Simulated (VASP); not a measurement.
Crystal: B.

```xyz
1
Lattice="1.8852 0.0000 0.0000 0.0000 1.8852 0.0000 0.0000 0.0000 1.8852" Properties=species:S:1:pos:R:3 pbc="T T T"
B     0.9426    0.9426    0.9426
```

The cell was built by a generator and needn't be a form met in nature.

Base run:

```yaml
Program: VASP 6.6.1
Functional: AM05
Potentials_or_basis: VASP PAW PBE potentials, release 64 (B)
Cutoff: 520 eV
k_mesh: 14 × 14 × 14
Occupations: fermi-dirac, width 0.05 eV
Spin: no spin polarisation
```

Its results: pressure -3.9 GPa.

Question: After a change of settings the same cell gave: pressure -2.2 GPa. Which change was it?
A. functional from AM05 to BLYP
B. functional from AM05 to LDA; potentials or basis from VASP PAW PBE potentials, release 64 (B) to VASP PAW LDA potentials, release 64 (B)
C. functional from AM05 to PW91
D. functional from AM05 to PBEsol

Answer: D.

Caveats: the PAW data sets were made with another functional, which shifts forces and pressure a little.

Runs at the PBE level aren't shown here.
